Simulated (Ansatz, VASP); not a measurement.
**One calculation of AlN, two programs**

```
Al N
1.0
     3.11950    0.00000    0.00000
    -1.55975    2.70157    0.00000
     0.00000    0.00000    5.14130
Al N
2 2
Direct
  0.33333 0.66667 0.00152
  0.66667 0.33333 0.50152
  0.33333 0.66667 0.38348
  0.66667 0.33333 0.88348
```

Alike in both runs: task relaxation of the atoms; functional LDA; k mesh 9 × 9 × 6; occupations gaussian, width 0.05 eV; no spin polarisation.

|  | VASP | Ansatz |
| --- | --- | --- |
| version | VASP 6.6.1 | Ansatz 0.2.0 |
| potentials or method | VASP PAW LDA potentials, release 64 (Al, N) | scalar-relativistic, plane waves, PAW |
| plane-wave cutoff (eV) | 520 | 520 |
| valence electrons in the cell | 16 | 16 |

|  | VASP | Ansatz | Ansatz less VASP |
| --- | --- | --- | --- |
| gap on the k mesh at the Fermi level, each at its own relaxed structure (eV) | 4.00 | 4.00 | -0.005 |
| energy change over the relaxation (meV/atom) | -2 | -1 | +0.1 |

Ansatz warned: «pseudo_functional_mismatch».

As with any semilocal functional, this LDA gap is likely too small.
